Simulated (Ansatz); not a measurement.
**Arsenic, fcc under revPBE: from relaxation to bulk modulus, part 1 of 2**

What does revPBE give for arsenic in the fcc structure? We relax it, solve it on a dense k-mesh, then scale the cell to 7 volumes from 88 to 112 % of the relaxed one and try a fit of the equation of state. Spin polarisation is left out. The k-meshes are 13×13×13 for the relaxation; 21×21×21 for the dense run; 14×14×14 for the volumes.

Method: DFT revPBE, plane waves (420 eV) with PAW, scalar-relativistic; PBE-made PAW files, in Ansatz 0.2.0.

## (1) The starting structure

Symmetry: Fm-3m, No. 225, cubic system. Conventional cell: a = 4.183 Å, b = 4.183 Å, c = 4.183 Å, α = 90.00°, β = 90.00°, γ = 90.00°. Around As (site symmetry m-3m) lie 12 As at 2.96 Å.

As a file:

```
CELL_PARAMETERS angstrom
0.00000 2.09161 2.09161
2.09161 0.00000 2.09161
2.09161 2.09161 0.00000
ATOMIC_POSITIONS crystal
As 0.00000 0.00000 0.00000
```

## (2) Geometry optimisation

input.yaml

```yaml
crystal:
  lattice:
    - [0.0, 2.0916114635, 2.0916114635]
    - [2.0916114635, 0.0, 2.0916114635]
    - [2.0916114635, 2.0916114635, 0.0]
  atoms:
    - { symbol: As, position: [0.0, 0.0, 0.0] }
hamiltonian:
  xc: revpbe
  pseudopotentials:
    kind: paw
    azcp:
      As: "pseudopotentials/As.paw.azcp"
basis:
  ecutwfc: 420
  fft_grid_basis: typed
kpoints:
  mp_grid: { grid: [13, 13, 13], shift: [0, 0, 0] }
magnetization:
  spin_polarized: false
scf:
  occupations: { method: fermi_dirac, width: 0.1 }
relax:
  max_steps: 60
  f_tol: 0.01
  cell: {}
```

Standard output:

```text
Warning: RAYON_NUM_THREADS=2 ignored (pool sized by the plan → 2); use --threads N
Engine: ansatz 0.2.0, aarch64-unknown-linux-gnu
Pseudopotentials: kind: paw
Pseudopotential: As, paw, valence charge 15, recommended cutoff 420 eV (normal), <dir>
Functional definition: revPBE
  parameter kappa = 1.245
  parameter beta = 0.06672455060314922
  exchange = pbe_x(kappa = kappa, mu = beta*pi^2/3)
  correlation = pbe_c(beta = beta)
Crystal: 1 atoms, lattice volume = 18.301 Å³
Basis set: ecut = 420 eV, 339 PW (Γ), exchange–correlation on 40×40×40 points (8 copies of the dense FFT grid, shifted against one another)
Bands: 12, of which v1, the nominal top of the filled ones, is band 8 counted from 1 (7 counted from 0)
Symmetry: 48 space group operations
Space group: Fm-3m (ITA 225), of the structure as read, at distance tolerance 2.6e-5 Å
k-points: 84 of 2197
Non-local potential: As, projectors of the file, l = 0: 2, l = 1: 2, l = 2: 3, l = 3: 1
PAW form: soft (Blöchl's): semilocal exchange-correlation on the pseudo side does not see the compensation charge
PAW frozen core: As, regenerated for the run's functional, and the local potential with it (the file was generated under x = pbe(κ = 0.804, μ = 0.2195149727645171), c = pbe(β = 0.06672455060314922))
PAW one-centre angular grid: As, 590 points (default); XC on 64 Gauss nodes
Initial density: superposition of atomic densities (neutral atoms: chi_scale 0, normalization atom), corrected by the library's trained network
Initial wavefunctions: pseudopotential atomic-orbital guess
Functional: x = revpbe(κ = 1.245, μ = 0.2195149727645171), c = pbe(β = 0.06672455060314922)
SCF iter   1: F=—  HF=-4859.709924 eV  |F-HF|=—  |Δ(HF+E_count)|=         —  Δρ=1.67e-3  dr2=2.58e-4  ethr=1.77e-3  ⟨swp⟩=5.1  Hψ=5937  notcnv=0
preconditioner: auto → none  [metal: Δε(μ)=0.053 eV  Ē_g=15.284 eV  σ=0.100 eV  W_gap=0.13  n_scr=8 (ndim 8)  ℏωp=19.4 eV  f_vac=0.000  D(μ)=0.64/eV (n_scr^D=0)  sad-step TF]
SCF iter   2: F=—  HF=-4859.709957 eV  |F-HF|=—  |Δ(HF+E_count)|=   3.28e-5  Δρ=1.13e-3  dr2=1.74e-4  ethr=1.72e-6  ⟨swp⟩=2.0  Hψ=2253  notcnv=0
SCF iter   3: F=—  HF=-4859.710023 eV  |F-HF|=—  |Δ(HF+E_count)|=   6.61e-5  Δρ=3.28e-4  dr2=1.16e-5  ethr=1.16e-6  ⟨swp⟩=2.0  Hψ=1127  notcnv=0
SCF iter   4: F=—  HF=-4859.710036 eV  |F-HF|=—  |Δ(HF+E_count)|=   1.31e-5  Δρ=4.96e-5  dr2=2.18e-7  ethr=7.72e-8  ⟨swp⟩=2.0  Hψ=1598  notcnv=0
iter 5 did not close the SCF: its close was put off for the readings that it lacked (scf_convergence_deferred on its scf_iter line)
SCF iter   5: F=-4859.710036 eV  HF=-4859.710036 eV  |F-HF|=1.54e-8  |Δ(HF+E_count)|=   1.14e-7  Δρ=1.68e-5  dr2=3.95e-8  ethr=1.45e-9  ⟨swp⟩=2.0  Hψ=1180  notcnv=0
SCF iter   6: F=-4859.710036 eV  HF=-4859.710036 eV  |F-HF|=1.26e-9  |Δ(HF+E_count)|=   1.10e-8  Δρ=4.33e-6  dr2=2.66e-9  ethr=2.64e-10  ⟨swp⟩=2.1  Hψ=2945  notcnv=0
SCF 1 converged in 6 iterations: F = -4859.710036 eV  dr2 = 2.66e-9
relax step   1: F+E_penalty+E_count = -4859.71003583 eV  Δ(F+E_penalty+E_count) = +0.000e0 eV  max|allowed force component| = 0.000e0 eV/Å  Δτ_max = 0.0000 Å  P = +6.115 GPa  Ω = 18.301 Å³  (6 SCF iters, dr2 threshold 1.00e-7 eV, accepted)
Crystal: 1 atoms, lattice volume = 20.542 Å³
Basis set: ecut = 420 eV, 411 PW (Γ), exchange–correlation on 40×40×40 points (8 copies of the dense FFT grid, shifted against one another)
Initial density: handed on by an earlier stage of this run
Initial wavefunctions: those handed on with the density
iter 1 solved again at ethr=8.89e-7 eV; its pass at ethr=3.10e-3 eV (dr2=1.33e-4 eV) is discarded
SCF iter   1: F=—  HF=-4859.724107 eV  |F-HF|=—  |Δ(HF+E_count)|=         —  Δρ=7.77e-4  dr2=1.25e-4  ethr=8.89e-7  ⟨swp⟩=2.2  Hψ=8637  notcnv=0
preconditioner: auto → none  [metal: Δε(μ)=0.101 eV  Ē_g=14.406 eV  σ=0.100 eV  W_gap=0.24  n_scr=8 (ndim 8)  ℏωp=18.3 eV  f_vac=0.000  D(μ)=0.69/eV (n_scr^D=0)]
SCF iter   2: F=—  HF=-4859.724243 eV  |F-HF|=—  |Δ(HF+E_count)|=   1.36e-4  Δρ=4.07e-4  dr2=2.96e-5  ethr=8.31e-7  ⟨swp⟩=2.0  Hψ=1564  notcnv=0
SCF iter   3: F=—  HF=-4859.724301 eV  |F-HF|=—  |Δ(HF+E_count)|=   5.79e-5  Δρ=1.21e-4  dr2=2.69e-6  ethr=1.97e-7  ⟨swp⟩=2.0  Hψ=1154  notcnv=0
SCF iter   4: F=-4859.724305 eV  HF=-4859.724305 eV  |F-HF|=1.75e-8  |Δ(HF+E_count)|=   4.80e-6  Δρ=1.31e-5  dr2=1.15e-8  ethr=6.67e-10  ⟨swp⟩=3.1  Hψ=4168  notcnv=0
SCF 2 converged in 4 iterations: F = -4859.724305 eV  dr2 = 1.15e-8
relax step   2: F+E_penalty+E_count = -4859.72430536 eV  Δ(F+E_penalty+E_count) = -1.427e-2 eV  max|allowed force component| = 0.000e0 eV/Å  Δτ_max = 0.0000 Å  P = -3.121 GPa  Ω = 20.542 Å³  energy of the carried Pulay correction = -3.077e-4 eV  (4 SCF iters, dr2 threshold 1.00e-7 eV, accepted)
Crystal: 1 atoms, lattice volume = 19.726 Å³
Basis set: ecut = 420 eV, 387 PW (Γ), exchange–correlation on 40×40×40 points (8 copies of the dense FFT grid, shifted against one another)
iter 1 solved again at ethr=9.36e-8 eV; its pass at ethr=3.10e-3 eV (dr2=1.40e-5 eV) is discarded
SCF iter   1: F=—  HF=-4859.733579 eV  |F-HF|=—  |Δ(HF+E_count)|=         —  Δρ=2.52e-4  dr2=1.32e-5  ethr=9.36e-8  ⟨swp⟩=3.0  Hψ=8190  notcnv=0
preconditioner: auto → none  [metal: Δε(μ)=0.108 eV  Ē_g=14.707 eV  σ=0.100 eV  W_gap=0.26  n_scr=8 (ndim 8)  ℏωp=18.7 eV  f_vac=0.000  D(μ)=0.64/eV (n_scr^D=0)]
SCF iter   2: F=—  HF=-4859.733588 eV  |F-HF|=—  |Δ(HF+E_count)|=   9.02e-6  Δρ=1.28e-4  dr2=2.89e-6  ethr=8.82e-8  ⟨swp⟩=2.0  Hψ=1514  notcnv=0
SCF iter   3: F=—  HF=-4859.733593 eV  |F-HF|=—  |Δ(HF+E_count)|=   5.88e-6  Δρ=3.88e-5  dr2=2.69e-7  ethr=1.93e-8  ⟨swp⟩=1.8  Hψ=1120  notcnv=0
SCF iter   4: F=-4859.733594 eV  HF=-4859.733594 eV  |F-HF|=1.42e-9  |Δ(HF+E_count)|=   5.01e-7  Δρ=4.24e-6  dr2=1.09e-9  ethr=6.67e-10  ⟨swp⟩=4.1  Hψ=3177  notcnv=0
SCF 3 converged in 4 iterations: F = -4859.733594 eV  dr2 = 1.09e-9
relax step   3: F+E_penalty+E_count = -4859.73359393 eV  Δ(F+E_penalty+E_count) = -9.289e-3 eV  max|allowed force component| = 0.000e0 eV/Å  Δτ_max = 0.0000 Å  P = -0.378 GPa  Ω = 19.726 Å³  energy of the carried Pulay correction = -1.998e-4 eV  (4 SCF iters, dr2 threshold 1.00e-7 eV, accepted)
Crystal: 1 atoms, lattice volume = 19.630 Å³
iter 1 solved again at ethr=2.16e-9 eV; its pass at ethr=3.10e-3 eV (dr2=3.24e-7 eV) is discarded
SCF iter   1: F=—  HF=-4859.733726 eV  |F-HF|=—  |Δ(HF+E_count)|=         —  Δρ=3.38e-5  dr2=2.20e-7  ethr=2.16e-9  ⟨swp⟩=3.1  Hψ=7881  notcnv=0
preconditioner: auto → none  [metal: Δε(μ)=0.108 eV  Ē_g=14.742 eV  σ=0.100 eV  W_gap=0.26  n_scr=8 (ndim 8)  ℏωp=18.7 eV  f_vac=0.000  D(μ)=0.64/eV (n_scr^D=0)]
SCF iter   2: F=-4859.733724 eV  HF=-4859.733724 eV  |F-HF|=1.03e-7  |Δ(HF+E_count)|=   1.75e-6  Δρ=1.73e-5  dr2=4.87e-8  ethr=6.67e-10  ⟨swp⟩=3.0  Hψ=3960  notcnv=0
SCF 4 converged in 2 iterations: F = -4859.733724 eV  dr2 = 4.87e-8
relax step   4: F+E_penalty+E_count = -4859.73372397 eV  Δ(F+E_penalty+E_count) = -1.300e-4 eV  max|allowed force component| = 0.000e0 eV/Å  Δτ_max = 0.0000 Å  P = -0.014 GPa  Ω = 19.630 Å³  energy of the carried Pulay correction = -1.869e-4 eV  (2 SCF iters, dr2 threshold 1.00e-7 eV, accepted)
Basis set: ecut = 420 eV, 387 PW (Γ), exchange–correlation on 48×48×48 points (8 copies of the dense FFT grid, shifted against one another)
Initial wavefunctions: pseudopotential atomic-orbital guess (no wavefunctions were taken with the density)
iter 1 solved again at ethr=6.67e-8 eV; its pass at ethr=3.10e-3 eV (dr2=1.00e-5 eV) is discarded
SCF iter   1: F=—  HF=-4859.733951 eV  |F-HF|=—  |Δ(HF+E_count)|=         —  Δρ=7.85e-5  dr2=1.62e-7  ethr=6.67e-8  ⟨swp⟩=2.8  Hψ=8403  notcnv=0
SCF iter   2: F=—  HF=-4859.733954 eV  |F-HF|=—  |Δ(HF+E_count)|=   3.53e-6  Δρ=4.30e-5  dr2=6.91e-8  ethr=1.08e-9  ⟨swp⟩=2.0  Hψ=1626  notcnv=0
SCF iter   3: F=—  HF=-4859.733955 eV  |F-HF|=—  |Δ(HF+E_count)|=   9.82e-7  Δρ=1.15e-5  dr2=3.62e-9  ethr=4.61e-10  ⟨swp⟩=2.0  Hψ=1208  notcnv=0
SCF iter   4: F=—  HF=-4859.733955 eV  |F-HF|=—  |Δ(HF+E_count)|=   7.17e-8  Δρ=1.51e-6  dr2=1.43e-10  ethr=2.42e-11  ⟨swp⟩=2.0  Hψ=1631  notcnv=0
SCF iter   5: F=-4859.733955 eV  HF=-4859.733955 eV  |F-HF|=2.73e-12  |Δ(HF+E_count)|=  3.56e-10  Δρ=7.79e-8  dr2=3.57e-13  ethr=1.00e-12  ⟨swp⟩=3.2  Hψ=3833  notcnv=0
SCF 5 converged in 5 iterations: F = -4859.733955 eV  dr2 = 3.57e-13
relax step   5: F+E_penalty+E_count = -4859.73395522 eV  Δ(F+E_penalty+E_count) = -2.312e-4 eV  max|allowed force component| = 0.000e0 eV/Å  Δτ_max = 0.0000 Å  P = -0.002 GPa  Ω = 19.630 Å³  stress off target by 1.52e-3 GPa  SCF on the basis re-selected at this cell (its energy is not comparable with the rows above)  (5 SCF iters)
basis re-selected at this cell: Δ(F+E_penalty+E_count) = -2.312e-4 eV, ΔP = +0.012 GPa vs the last step (what re-selecting the basis moved, of the pressure what is left beyond the Pulay correction that the steps carried, after the strain that the cell walked since its last selection, with what the two solves' SCF thresholds leave and, on support functions, any second-order correction that the steps lacked; it is no measure of the basis error at this ecutwfc). The dense FFT grid was sized anew with the basis: this SCF ran on 24×24×24 points, the steps before it on 20×20×20, so part of this shift can come from that change (see relax.cell in the input reference). This SCF's stress stands 1.52e-3 GPa from its target on what of the cell is left free (relax.cell.stress_tol is 5.00e-2 GPa) and its largest allowed force component is 0.00e0 eV/Å (relax.f_tol is 1.00e-2 eV/Å): within both
SCF converged after 5 iterations
Free energy (F): -4859.733955 eV
Harris-Foulkes:  -4859.733955 eV  (|F-HF|=2.73e-12)
Internal energy: -4859.712340 eV  (E = F + TS)
E sigma→0 (E₀):  -4859.723147 eV
Entropy (-TS):   -0.021616 eV (-21.616 meV/atom)
Fermi energy:    12.074339 eV
--- Per-component energies (eV) ---
  E_band       = -211.722701
  E_kinetic    = 101.262290
  E_local      = -1477.287750  (includes V_loc(G=0)·N_el)
  E_nonlocal   = -672.193232
  E_hartree    = 839.912222
  E_xc         = -78.982846
  E_vxc        = -78.765793  (∫ρ·V_xc dr)
  E_paw        = -1837.776793  (= ΣΔE_a)
  E_vpaw       = 235.437336  (= ΣTr[D̂ρ^β])
  E_aug_tail   = 0.000007  (compensation charges beyond the density's cutoff)
  E_ewald      = -1734.477923
  E_core_change = -0.168315  (= ΣΔE_core)
  E_smearing   = -0.021616  (= −TS)
  E_closure    = 0.000000  (closes the sum)
  Σ components = -4859.733955   (vs F -4859.733955, Δ=0.00e0)
--- Forces (eV/Å), atoms counted from 1 ---
  atom   1  As    -0.00000000     0.00000000    -0.00000000
  max |Σ_I F_I| component: 2.47e-32 eV/Å
--- Stress (GPa, compression-positive) ---
       -0.001525       0.000000       0.000000
        0.000000      -0.001525      -0.000000
        0.000000      -0.000000      -0.001525
  P = ⅓ Tr σ = -0.0015 GPa (-0.015 kbar)
--- Relaxed structure (4 steps of the walk, 4 accepted, 1 SCFs on fresh bases) ---
  F+E_penalty+E_count = -4859.73395522 eV   max|allowed force component| = 0.000e0 eV/Å   (the final SCF, on the basis selected at the relaxed cell)
  cell:  # Å, volume = 19.6302 Å³
    - [-5.477524480444449e-34, 2.1410747291884538, 2.1410747291884538]
    - [2.1410747291884538, -5.4138332398698755e-34, 2.1410747291884538]
    - [2.1410747291884538, 2.1410747291884538, -5.159064183306785e-34]
  atoms:
    - { symbol: As, position: [0.0, 0.0, 0.0] }
```

Wall time 3.2 s (2 threads of an Arm CPU, shared host); peak memory 0.29 GiB.

Step by step:

```
step  energy change (meV/atom)  largest force (eV/Å)  pressure (GPa)  volume (Å³/atom)
   1                      0.00                0.0000            6.11            18.301
   2                    -14.27                0.0000           -3.12            20.542
   3                    -23.56                0.0000           -0.38            19.726
   4                    -23.69                0.0000           -0.01            19.630
   5                    -23.92                0.0000            0.00            19.630
```

Steps that repeat a cell are solved on a basis chosen anew, so their changes of energy are no gain of the relaxation.

Changes in the cell that was computed:

|  | before | after | change |
| --- | --- | --- | --- |
| a (Å) | 2.958 | 3.028 | +2.4 % |
| b (Å) | 2.958 | 3.028 | +2.4 % |
| c (Å) | 2.958 | 3.028 | +2.4 % |
| volume (Å³/atom) | 18.301 | 19.630 | +7.3 % |
| shortest distance (Å) | 2.958 | 3.028 | +2.4 % |
| space group (spins left aside) | Fm-3m | Fm-3m | same |

## (3) Dense single point

input.yaml

```yaml
crystal:
  lattice:
    - [0.0, 2.1410747292, 2.1410747292]
    - [2.1410747292, 0.0, 2.1410747292]
    - [2.1410747292, 2.1410747292, 0.0]
  atoms:
    - { symbol: As, position: [0.0, 0.0, 0.0] }
hamiltonian:
  xc: revpbe
  pseudopotentials:
    kind: paw
    azcp:
      As: "pseudopotentials/As.paw.azcp"
basis:
  ecutwfc: 420
  fft_grid_basis: typed
kpoints:
  mp_grid: { grid: [21, 21, 21], shift: [0, 0, 0] }
magnetization:
  spin_polarized: false
scf:
  occupations: { method: fermi_dirac, width: 0.1 }
output:
  write_density: true
  write_potential: true
  elf: true
  volumetric_format: npy
```

Standard output:

```text
Warning: RAYON_NUM_THREADS=2 ignored (pool sized by the plan → 2); use --threads N
[... 8 set-up lines as earlier in the session ...]
Crystal: 1 atoms, lattice volume = 19.630 Å³
Basis set: ecut = 420 eV, 387 PW (Γ)
Bands: 12, of which v1, the nominal top of the filled ones, is band 8 counted from 1 (7 counted from 0)
[... 1 set-up line as earlier in the session ...]
Space group: Fm-3m (ITA 225), of the structure as read, at distance tolerance 2.7e-5 Å
k-points: 286 of 9261
[... 7 set-up lines as earlier in the session ...]
SCF iter   1: F=—  HF=-4859.740040 eV  |F-HF|=—  |Δ(HF+E_count)|=         —  Δρ=1.40e-3  dr2=1.61e-4  ethr=1.77e-3  ⟨swp⟩=5.0  Hψ=20351  notcnv=0
preconditioner: auto → none  [metal: Δε(μ)=0.037 eV  Ē_g=14.747 eV  σ=0.100 eV  W_gap=0.09  n_scr=8 (ndim 8)  ℏωp=18.7 eV  f_vac=0.000  D(μ)=0.54/eV (n_scr^D=0)  sad-step TF]
SCF iter   2: F=—  HF=-4859.740022 eV  |F-HF|=—  |Δ(HF+E_count)|=   1.85e-5  Δρ=1.00e-3  dr2=1.38e-4  ethr=1.08e-6  ⟨swp⟩=2.1  Hψ=7668  notcnv=0
SCF iter   3: F=—  HF=-4859.740067 eV  |F-HF|=—  |Δ(HF+E_count)|=   4.49e-5  Δρ=3.64e-4  dr2=1.41e-5  ethr=9.20e-7  ⟨swp⟩=2.0  Hψ=3858  notcnv=0
SCF iter   4: F=—  HF=-4859.740082 eV  |F-HF|=—  |Δ(HF+E_count)|=   1.48e-5  Δρ=4.15e-5  dr2=1.89e-7  ethr=9.42e-8  ⟨swp⟩=2.1  Hψ=4233  notcnv=0
iter 5 did not close the SCF: its close was put off for the readings that it lacked (scf_convergence_deferred on its scf_iter line)
SCF iter   5: F=-4859.740082 eV  HF=-4859.740082 eV  |F-HF|=1.88e-8  |Δ(HF+E_count)|=   9.74e-8  Δρ=1.62e-5  dr2=4.43e-8  ethr=1.26e-9  ⟨swp⟩=2.7  Hψ=5269  notcnv=0
SCF iter   6: F=-4859.740082 eV  HF=-4859.740082 eV  |F-HF|=1.89e-9  |Δ(HF+E_count)|=   1.24e-8  Δρ=4.76e-6  dr2=3.82e-9  ethr=2.95e-10  ⟨swp⟩=1.4  Hψ=8778  notcnv=0
SCF 1 converged in 6 iterations: F = -4859.740082 eV  dr2 = 3.82e-9
SCF converged after 6 iterations
Free energy (F): -4859.740082 eV
Harris-Foulkes:  -4859.740082 eV  (|F-HF|=1.89e-9)
Internal energy: -4859.721426 eV  (E = F + TS)
E sigma→0 (E₀):  -4859.730754 eV
Entropy (-TS):   -0.018656 eV (-18.656 meV/atom)
Fermi energy:    12.119501 eV
--- Per-component energies (eV) ---
  E_band       = -211.753106
  E_kinetic    = 101.244974
  E_local      = -1477.258210  (includes V_loc(G=0)·N_el)
  E_nonlocal   = -672.192249
  E_hartree    = 839.888427
  E_xc         = -78.980704
  E_vxc        = -78.763096  (∫ρ·V_xc dr)
  E_paw        = -1837.777434  (= ΣΔE_a)
  E_vpaw       = 235.436482  (= ΣTr[D̂ρ^β])
  E_aug_tail   = 0.000007  (compensation charges beyond the density's cutoff)
  E_ewald      = -1734.477923
  E_core_change = -0.168315  (= ΣΔE_core)
  E_smearing   = -0.018656  (= −TS)
  E_closure    = 0.000000  (closes the sum)
  Σ components = -4859.740082   (vs F -4859.740082, Δ=0.00e0)
--- Band table (eV; the first three rows and the last of 286) ---
  k-point 0: bands = ["-24.1808", "-24.1808", "-24.1808", "-24.1655", "-24.1655", "-2.7824", "17.6400", "17.6400", "17.6400", "24.5087", "24.5087", "24.5087"]
  k-point 1: bands = ["-24.1807", "-24.1804", "-24.1804", "-24.1655", "-24.1655", "-2.7305", "17.1928", "17.5813", "17.5813", "24.1904", "24.6258", "24.6258"]
  k-point 2: bands = ["-24.1804", "-24.1793", "-24.1793", "-24.1654", "-24.1654", "-2.5752", "16.0701", "17.4205", "17.4205", "23.6354", "24.9372", "24.9372"]
  k-point 285: bands = ["-24.1755", "-24.1724", "-24.1682", "-24.1579", "-24.1437", "3.4610", "8.3677", "8.7872", "10.5794", "22.7401", "25.0671", "26.0023"]
```

It took 2.4 s on 2 threads of an Arm CPU, shared host; peak memory 0.33 GiB.

Axes a, b and c in the maps are those of this run's conventional cell (a, b, c = 4.282, 4.282, 4.282 Å).

Density in a lattice plane of the grid's cell (edges 4.28 and 4.28 Å, at 0.000 of the third edge), which holds As.

Values in e/Å³, 12 rows by 12 columns:
```
14.02  6.10  1.08  0.32  0.15  0.09  0.08  0.09  0.15  0.32  1.08  6.12
 1.85  1.08  0.46  0.24  0.16  0.15  0.15  0.15  0.16  0.24  0.46  1.08
 0.37  0.32  0.24  0.20  0.24  0.32  0.37  0.32  0.24  0.20  0.24  0.32
 0.15  0.15  0.16  0.24  0.46  1.08  1.85  1.08  0.46  0.24  0.16  0.15
 0.08  0.09  0.15  0.32  1.08  6.10 14.02  6.12  1.08  0.32  0.15  0.09
 0.07  0.08  0.15  0.37  1.85 14.02 33.81 14.02  1.85  0.37  0.15  0.08
 0.08  0.09  0.15  0.32  1.08  6.12 14.02  6.10  1.08  0.32  0.15  0.09
 0.15  0.15  0.16  0.24  0.46  1.08  1.85  1.08  0.46  0.24  0.16  0.15
 0.37  0.32  0.24  0.20  0.24  0.32  0.37  0.32  0.24  0.20  0.24  0.32
 1.85  1.08  0.46  0.24  0.16  0.15  0.15  0.15  0.16  0.24  0.46  1.08
14.02  6.12  1.08  0.32  0.15  0.09  0.08  0.09  0.15  0.32  1.08  6.10
33.81 14.02  1.85  0.37  0.15  0.08  0.07  0.08  0.15  0.37  1.85 14.02
```
Columns run along the first of these edges and rows up along the second, over one cell in 12 and 12 even steps from the bottom left corner. Atoms in the plane (fractional): As at (0.00, 0.00), As at (0.50, 0.50).

ELF in the same plane.

Ten even steps from ' ' (0.07) to '@' (0.63):
```
----==##@@@@%%**--..          ..--**%%@@@@##==--
==++##@@@@@@##++--......  ......--++##@@@@@@##++
%%%%@@@@@@%%**==--::::::::::::::--==**%%@@@@@@%%
@@@@@@@@%%**++======++******++======++**%%@@@@@@
%%%%%%##**++==++**##%%%%%%%%%%##**++==++**##%%%%
****++======++**%%@@@@@@@@@@@@@@%%**++======++**
::::::::--==**%%@@@@@@%%%%%%@@@@@@%%**==--::::::
  ......--++##@@@@@@##++==++##@@@@@@##++--......
      ..--**%%@@@@##==------==##@@@@%%**--..    
      ..==**%%@@@@**----%%----**@@@@%%**==..    
      ..--**%%@@@@##==------==##@@@@%%**--..    
  ......--++##@@@@@@##++==++##@@@@@@##++--......
::::::::--==**%%@@@@@@%%%%%%@@@@@@%%**==--::::::
****++======++**%%@@@@@@@@@@@@@@%%**++======++**
%%%%%%##**++==++**##%%%%%%%%%%##**++==++**##%%%%
@@@@@@@@%%**++======++******++======++**%%@@@@@@
%%%%@@@@@@%%**==--::::::::::::::--==**%%@@@@@@%%
==++##@@@@@@##++--......  ......--++##@@@@@@##++
----==##@@@@%%**--..          ..--**%%@@@@##==--
%%----**@@@@%%**==..          ..==**%%@@@@**----
```
Columns run along the first of these edges and rows up along the second, over one cell in 24 and 20 even steps from the bottom left corner. Atoms in the plane (fractional): As at (0.00, 0.00), As at (0.50, 0.50).

Both are smooth fields of the valence electrons: close to the nuclei they are not physical.

Outside the cores ELF peaks at 0.65 in the shell around As, 0.8 Å from As.

## (4) Equation of state: 88 %

input.yaml

```yaml
crystal:
  lattice:
    - [0.0, 2.0517575946, 2.0517575946]
    - [2.0517575946, 0.0, 2.0517575946]
    - [2.0517575946, 2.0517575946, 0.0]
  atoms:
    - { symbol: As, position: [0.0, 0.0, 0.0] }
hamiltonian:
  xc: revpbe
  pseudopotentials:
    kind: paw
    azcp:
      As: "pseudopotentials/As.paw.azcp"
basis:
  ecutwfc: 420
  fft_grid_basis: typed
kpoints:
  mp_grid: { grid: [14, 14, 14], shift: [0, 0, 0] }
magnetization:
  spin_polarized: false
scf:
  occupations: { method: fermi_dirac, width: 0.1 }
  lower_state_search: "off"
output:
  stress: true
```

Standard output, shortened:

```text
Warning: RAYON_NUM_THREADS=2 ignored (pool sized by the plan → 2); use --threads N
[...]
[... 3 set-up lines as earlier in the session ...]
[...]
Crystal: 1 atoms, lattice volume = 17.275 Å³
Basis set: ecut = 420 eV, 331 PW (Γ)
Bands: 12, of which v1, the nominal top of the filled ones, is band 8 counted from 1 (7 counted from 0)
[... 2 set-up lines as earlier in the session ...]
k-points: 104 of 2744
[...]
SCF iter   1: F=—  HF=-4859.651124 eV  |F-HF|=—  |Δ(HF+E_count)|=         —  Δρ=2.05e-3  dr2=4.30e-4  ethr=1.77e-3  ⟨swp⟩=5.0  Hψ=7370  notcnv=0
[...]
SCF iter   6: F=-4859.651267 eV  HF=-4859.651267 eV  |F-HF|=4.03e-9  |Δ(HF+E_count)|=   3.83e-8  Δρ=3.13e-6  dr2=1.92e-9  ethr=2.73e-10  ⟨swp⟩=2.0  Hψ=4105  notcnv=0
[...]
SCF converged after 6 iterations
Free energy (F): -4859.651267 eV
[...]
E sigma→0 (E₀):  -4859.639946 eV
Entropy (-TS):   -0.022641 eV (-22.641 meV/atom)
Fermi energy:    14.428626 eV
[...]
--- Stress (GPa, compression-positive) ---
       12.561755      -0.000000       0.000000
       -0.000000      12.561755       0.000000
        0.000000       0.000000      12.561755
  P = ⅓ Tr σ = 12.5618 GPa (125.618 kbar)
```

Run time: 0.8 s. Hardware: 2 threads of an Arm CPU, shared host; peak memory 0.27 GiB.

(Continued in part 2 of 2.)
